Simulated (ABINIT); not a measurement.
# AlN (F-43m) in ABINIT: settings compared, part 2 of 2

ABINIT 10.8.3 (patched build).

**3. Equation of state, PBE+D3(BJ)**

File run.abi:

```
# Datasets: one volume each
ndtset 7
getwfk -1
scalecart1 3*0.9795861087
scalecart2 3*0.9864848297
scalecart3 3*0.9932883884
scalecart4 3*1.0000000000
scalecart5 3*1.0066227096
scalecart6 3*1.0131594038
scalecart7 3*1.0196128224

# Pseudopotentials
pp_dirpath "./"
pseudos "Al.GGA_PBE-JTH.xml, N.GGA_PBE-JTH.xml"

# Structure
acell 3.0886333121 3.0886333121 3.0886333121 Angstrom
rprim
     0.0000000000     0.7071067812     0.7071067812
     0.7071067812     0.0000000000     0.7071067812
     0.7071067812     0.7071067812     0.0000000000
ntypat 2
znucl 13 7
natom 2
typat 1 2
xred
     0.0000000000     0.0000000000     0.0000000000
     0.2500000000     0.2500000000     0.2500000000

# Plane-wave basis
ecut 25.0
pawecutdg 47.0

# k points
kptopt 1
ngkpt 10 10 10
nshiftk 1
shiftk 0.0 0.0 0.0

# Exchange and correlation
ixc 11
vdw_xc 7

# Bands and occupations
nband 8
occopt 3
tsmear 0.05 eV

# SCF cycle
nstep 100
tolvrs 1.0e-9

# Output
iomode 3
prtwf 1
prtden 0
prteig 0
prtebands 0
enunit 1
```

Potentials or basis: JTH PAW PBE v2.0.

Command:

```bash
$ abinit run.abi > log 2>&1
```

run.abo:

```text
.Version 10.8.3 of ABINIT
 DATASET    1 : space group F-4 3 m (#216); Bravais cF (face-center cubic)
================================================================================
 Values of the parameters that define the memory need for DATASET  1.
     intxc =       0    ionmov =       0      iscf =      17    lmnmax =       8
     lnmax =       4     mgfft =      27  mpssoang =       2    mqgrid =    3001
     natom =       2  nloc_mem =       2    nspden =       1   nspinor =       1
    nsppol =       1      nsym =      24    n1xccc =       1    ntypat =       2
    occopt =       3   xclevel =       2
       mpw =         804          nfft =       19683          nkpt =          47
 PAW method is used; the additional fine FFT grid is defined by:
   mgfftf=        36    nfftf =     46656
================================================================================
================================================================================
[... 71 lines left out ...]
 DATASET    7 : space group F-4 3 m (#216); Bravais cF (face-center cubic)
================================================================================
 Values of the parameters that define the memory need for DATASET  7.
     intxc =       0    ionmov =       0      iscf =      17    lmnmax =       8
     lnmax =       4     mgfft =      30  mpssoang =       2    mqgrid =    3001
     natom =       2  nloc_mem =       2    nspden =       1   nspinor =       1
    nsppol =       1      nsym =      24    n1xccc =       1    ntypat =       2
    occopt =       3   xclevel =       2
       mpw =         908          nfft =       27000          nkpt =          47
 PAW method is used; the additional fine FFT grid is defined by:
   mgfftf=        40    nfftf =     64000
================================================================================
================================================================================

--------------------------------------------------------------------------------
------------- Echo of variables that govern the present computation ------------
--------------------------------------------------------------------------------
 -outvars: echo values of preprocessed input variables --------
            acell      5.8366710632E+00  5.8366710632E+00  5.8366710632E+00 Bohr
              amu      2.69815390E+01  1.40067400E+01
             ecut      2.50000000E+01 Hartree
[... 162 lines left out ...]

  -4.47066277E+00                                ecore*ucvol(ha*bohr**3)
--------------------------------------------------------------------------------

================================================================================

--- !BeginCycle
iteration_state: {dtset: 1, }
solver: {iscf: 17, nstep: 100, nline: 4, wfoptalg: 10, }
tolerances: {tolvrs: 1.00E-09, }
...
[... 1260 lines left out ...]
-Cartesian components of stress tensor (GPa)         [Pressure= -9.7887E+00 GPa]
- sigma(1 1)=  9.78873736E+00  sigma(3 2)=  0.00000000E+00
- sigma(2 2)=  9.78873736E+00  sigma(3 1)=  0.00000000E+00
- sigma(3 3)=  9.78873736E+00  sigma(2 1)=  0.00000000E+00

== END DATASET(S) ==============================================================
================================================================================

 -outvars: echo values of variables after computation  --------
            acell      5.8366710632E+00  5.8366710632E+00  5.8366710632E+00 Bohr
           etotal1    -1.2251341658E+01
           etotal2    -1.2252567818E+01
           etotal3    -1.2253311939E+01
           etotal4    -1.2253629363E+01
           etotal5    -1.2253545948E+01
           etotal6    -1.2253103239E+01
           etotal7    -1.2252341064E+01
            fcart1     1.0406539164E-29  1.0406539164E-29 -3.1219617493E-29
                      -1.0406539164E-29 -1.0406539164E-29  3.1219617493E-29
            fcart2     3.1001291347E-29  3.1001291347E-29 -9.3003874040E-29
                      -3.1001291347E-29 -3.1001291347E-29  9.3003874040E-29
            fcart3     3.2841543540E-29  3.2841543540E-29 -9.8524630621E-29
                      -3.2841543540E-29 -3.2841543540E-29  9.8524630621E-29
            fcart4    -2.6504663133E-29 -3.4659944097E-29  9.5824551326E-29
                       2.6504663133E-29  3.4659944097E-29 -9.5824551326E-29
            fcart5     2.0254065615E-30  2.0254065615E-30 -6.0762196845E-30
                      -2.0254065615E-30 -2.0254065615E-30  6.0762196845E-30
[... 38 lines left out ...]
                       0.0000000000E+00  0.0000000000E+00  0.0000000000E+00
           xangst1     0.0000000000E+00  0.0000000000E+00  0.0000000000E+00
                       1.0697048763E+00  1.0697048763E+00  1.0697048763E+00
           xangst2     0.0000000000E+00  0.0000000000E+00  0.0000000000E+00
                       1.0772382574E+00  1.0772382574E+00  1.0772382574E+00
           xangst3     0.0000000000E+00  0.0000000000E+00  0.0000000000E+00
                       1.0846677216E+00  1.0846677216E+00  1.0846677216E+00
           xangst4     0.0000000000E+00  0.0000000000E+00  0.0000000000E+00
                       1.0919967798E+00  1.0919967798E+00  1.0919967798E+00
           xangst5     0.0000000000E+00  0.0000000000E+00  0.0000000000E+00
                       1.0992287574E+00  1.0992287574E+00  1.0992287574E+00
           xangst6     0.0000000000E+00  0.0000000000E+00  0.0000000000E+00
                       1.1063668064E+00  1.1063668064E+00  1.1063668064E+00
           xangst7     0.0000000000E+00  0.0000000000E+00  0.0000000000E+00
                       1.1134139187E+00  1.1134139187E+00  1.1134139187E+00
             xred      0.0000000000E+00  0.0000000000E+00  0.0000000000E+00
                       2.5000000000E-01  2.5000000000E-01  2.5000000000E-01
 Calculation completed.
```

Wall time 56 s (1 thread of Arm Neoverse V2, shared host); peak memory 0.12 GiB.

What came out:

| Item | Value |
| --- | --- |
| Equilibrium volume | 10.48 Å³/atom |
| Bulk modulus | 202 GPa |
| Pressure derivative of the bulk modulus | 3.8 |

Energy against volume, from the lowest point:
| volume (Å³/atom) | energy (meV/atom) |
| --- | --- |
| 9.792 | 31.13 |
| 10.001 | 14.44 |
| 10.209 | 4.32 |
| 10.417 | 0.00 |
| 10.626 | 1.13 |
| 10.834 | 7.16 |
| 11.042 | 17.53 |

Caveat: the cutoff is too short for stress, so the log's stress isn't used; pressures at fixed basis lie under the slope of the energies.

**4. Band structure, PW91**

File run.abi:

```
ndtset 2

pp_dirpath "./"
pseudos "Al.GGA_PBE-JTH.xml, N.GGA_PBE-JTH.xml"

acell 3*1.0 Angstrom
rprim
     0.0000000000     2.1839935596     2.1839935596
     2.1839935596     0.0000000000     2.1839935596
     2.1839935596     2.1839935596     0.0000000000
ntypat 2
znucl 13 7
natom 2
typat 1 2
xred
     0.0000000000     0.0000000000     0.0000000000
     0.2500000000     0.2500000000     0.2500000000

ecut 680.284656 eV
pawecutdg 47.0

ixc -109134

occopt 3
tsmear 0.05 eV

nstep 100

iomode 3
prtwf 0
prteig 0
prtebands 0
enunit 2
prtden1 1
prtvha1 1
prtvclmb1 1
prtpot1 1

kptopt1 1
ngkpt1 10 10 10
nshiftk1 1
shiftk1 0.0 0.0 0.0
nband1 8
tolvrs1 1.0e-9

iscf2 -2
getden2 1
nband2 12
nbdbuf2 2
tolwfr2 1.0e-12
kptopt2 -9
ndivsm2 6
prteig2 1
prtvol2 -3
kptbounds2
     0.0000000000     0.0000000000     0.0000000000
     0.5000000000     0.0000000000     0.5000000000
     0.5000000000     0.2500000000     0.7500000000
     0.3750000000     0.3750000000     0.7500000000
     0.0000000000     0.0000000000     0.0000000000
     0.5000000000     0.5000000000     0.5000000000
     0.6250000000     0.2500000000     0.6250000000
     0.5000000000     0.2500000000     0.7500000000
     0.5000000000     0.5000000000     0.5000000000
     0.3750000000     0.3750000000     0.7500000000
```

Command:

```bash
$ abinit run.abi > log 2>&1
```

Wall time 27 s (1 thread of Arm Neoverse V2, shared host); peak memory 0.12 GiB.

Results (log left out):

* Free energy: -333.6561 eV
* Band gap on the k mesh: 3.35 eV, indirect (least direct gap 4.21 eV)
* Valence electrons inside the program's atomic spheres: Al 0.90; N 2.65

Levels at the corners of the path, in eV from the valence-band top:
```csv
point,band 1,band 2,band 3,band 4,band 5,band 6,band 7,band 8
Γ,-14.97,0.00,0.00,0.00,4.21,12.53,12.53,12.53
X,-12.29,-4.90,-1.78,-1.78,3.35,8.62,13.93,15.71
W,-12.24,-3.79,-3.44,-2.70,6.07,11.44,11.97,12.14
K,-12.31,-4.26,-3.63,-1.38,5.19,10.11,13.05,14.17
Γ,-14.97,0.00,0.00,0.00,4.21,12.53,12.53,12.53
L,-12.93,-5.85,-0.48,-0.48,7.37,9.88,11.15,11.15
U,-12.31,-4.26,-3.63,-1.38,5.19,10.11,13.05,14.17
W,-12.24,-3.79,-3.44,-2.70,6.07,11.44,11.97,12.14
L,-12.93,-5.85,-0.48,-0.48,7.37,9.88,11.15,11.15
K,-12.31,-4.26,-3.63,-1.38,5.19,10.11,13.05,14.17
```

Caveat: the cutoff is too short for stress, so the log's stress isn't used; the PAW data sets were made with another functional, which shifts forces and pressure a little. A k mesh can miss the band edges.

**5. Equation of state, LDA-PZ**

File run.abi:

```
# Datasets: one volume each
ndtset 7
getwfk -1
scalecart1 3*0.9795861087
scalecart2 3*0.9864848297
scalecart3 3*0.9932883884
scalecart4 3*1.0000000000
scalecart5 3*1.0066227096
scalecart6 3*1.0131594038
scalecart7 3*1.0196128224

# Pseudopotentials
pp_dirpath "./"
pseudos "Al.upf, N.upf"

# Structure
acell 3*1.0
rprim
     0.0000000000     4.1271496856     4.1271496856
     4.1271496856     0.0000000000     4.1271496856
     4.1271496856     4.1271496856     0.0000000000
ntypat 2
znucl 13 7
natom 2
typat 1 2
xred
     0.0000000000     0.0000000000     0.0000000000
     0.2500000000     0.2500000000     0.2500000000

# Plane-wave basis
ecut 42.0

# k points
kptopt 1
ngkpt 10 10 10
nshiftk 1
shiftk 0.0 0.0 0.0

# Exchange and correlation
ixc 2

# Bands and occupations
nband 8
occopt 3
tsmear 0.00183747

# SCF cycle
nstep 100
tolvrs 1.0e-10

# Output
iomode 3
prtwf 1
prtden 0
prteig 0
prtebands 0
```

Potentials or basis: PseudoDojo NC SR LDA v0.4.1 standard.

Command:

```bash
$ abinit run.abi > log 2>&1
```

Wall time 89 s (1 thread of Arm Neoverse V2, shared host); peak memory 0.1 GiB.

Results (log left out):

| Item | Value |
| --- | --- |
| Equilibrium volume | 10.18 Å³/atom |
| Bulk modulus | 210 GPa |
| Pressure derivative of the bulk modulus | 3.9 |

Energy against volume, from the lowest point:
```tsv
volume (Å³/atom)	energy (meV/atom)
9.792	10.31
10.001	2.10
10.209	0.00
10.417	3.39
10.626	11.77
10.834	24.68
11.042	41.67
```

Caveat: pressures at fixed basis lie under the slope of the energies.

**6. Band structure, HCTH407**

File run.abi:

```
# Datasets: ground state, then fixed potential
ndtset 2

# Pseudopotentials
pp_dirpath "./"
pseudos "Al.upf, N.upf"

# Structure
acell 5.8366710593 5.8366710593 5.8366710593
rprim
     0.0000000000     0.7071067812     0.7071067812
     0.7071067812     0.0000000000     0.7071067812
     0.7071067812     0.7071067812     0.0000000000
ntypat 2
znucl 13 7
natom 2
typat 1 2
xred
     0.0000000000     0.0000000000     0.0000000000
     0.2500000000     0.2500000000     0.2500000000

# Plane-wave basis
ecut 42.0

# Exchange and correlation
ixc 27

# Bands and occupations
occopt 3
tsmear 0.00183747

# SCF cycle
nstep 100

# Output
iomode 3
prtwf 0
prteig 0
prtebands 0
enunit 2
prtden1 1
prtvha1 1
prtvclmb1 1
prtpot1 1
prtelf1 1

# Dataset 1
kptopt1 1
ngkpt1 10 10 10
nshiftk1 1
shiftk1 0.0 0.0 0.0
nband1 8
tolvrs1 1.0e-10

# Dataset 2: bands along G-X-W-K-G-L-U-W-L-K
iscf2 -2
getden2 1
nband2 12
nbdbuf2 2
tolwfr2 1.0e-12
kptopt2 -9
ndivsm2 6
prteig2 1
kptbounds2
     0.0000000000     0.0000000000     0.0000000000
     0.5000000000     0.0000000000     0.5000000000
     0.5000000000     0.2500000000     0.7500000000
     0.3750000000     0.3750000000     0.7500000000
     0.0000000000     0.0000000000     0.0000000000
     0.5000000000     0.5000000000     0.5000000000
     0.6250000000     0.2500000000     0.6250000000
     0.5000000000     0.2500000000     0.7500000000
     0.5000000000     0.5000000000     0.5000000000
     0.3750000000     0.3750000000     0.7500000000
```

Potentials or basis: PseudoDojo NC SR PBE v0.4.1 standard.

Command:

```bash
$ abinit run.abi > log 2>&1
```

Run time: 64 s. Hardware: 1 thread of Arm Neoverse V1, shared host; peak memory 0.1 GiB.

The run converged. Its results:

* Free energy: -350.4100 eV
* Pressure: 1.2 GPa
* Band gap on the k mesh: 3.79 eV, indirect (least direct gap 4.56 eV)
* Band gap along the path: 3.79 eV, indirect (least direct gap 4.56 eV)
* Valence electrons inside the program's atomic spheres: Al 1.10; N 5.43

Levels at the corners of the path, in eV from the valence-band top:
```csv
point,band 1,band 2,band 3,band 4,band 5,band 6,band 7,band 8,band 9
Γ,-14.89,0.00,0.00,0.00,4.56,12.79,12.79,12.79,17.90
X,-12.29,-4.77,-1.73,-1.73,3.79,8.99,14.17,15.98,15.98
W,-12.24,-3.71,-3.29,-2.56,6.41,11.88,12.25,12.29,17.42
K,-12.31,-4.14,-3.48,-1.33,5.58,10.43,13.28,14.45,15.50
Γ,-14.89,0.00,0.00,0.00,4.56,12.79,12.79,12.79,17.90
L,-12.91,-5.67,-0.47,-0.47,7.72,10.20,11.46,11.46,18.44
U,-12.31,-4.14,-3.48,-1.33,5.58,10.43,13.28,14.45,15.50
W,-12.24,-3.71,-3.29,-2.56,6.41,11.88,12.25,12.29,17.42
L,-12.91,-5.67,-0.47,-0.47,7.72,10.20,11.46,11.46,18.44
K,-12.31,-4.14,-3.48,-1.33,5.58,10.43,13.28,14.45,15.50
```

Caveat: the potentials were made for another functional, which shifts forces and pressure.

**7. Overview**

```csv
task,level,potentials or basis,cutoff (eV),fine-grid cutoff,gap on the mesh (eV),V0 of scaled cells (Å³/atom),B0 (GPa)
band structure,PBEsol,JTH PAW PBE v2.0,680,1278.94 eV,3.16,-,-
equation of state,PBE+D3(BJ),JTH PAW PBE v2.0,680,1278.94 eV,-,10.48,202
band structure,PW91,JTH PAW PBE v2.0,680,1278.94 eV,3.35,-,-
equation of state,LDA-PZ,PseudoDojo NC SR LDA v0.4.1 standard,1143,-,-,10.18,210
band structure,HCTH407,PseudoDojo NC SR PBE v0.4.1 standard,1143,-,3.79,-,-
```

Alike in all rows: no spin polarisation; cell as given; k mesh 10 × 10 × 10; smearing fermi-dirac 0.05 eV.

Caveats: the PAW data sets were made with another functional, which shifts forces and pressure a little (some runs); pressures at fixed basis lie under the slope of the energies (some runs); the potentials were made for another functional, which shifts forces and pressure (some runs).

Absolute energies hang on the potentials; compare differences alone.
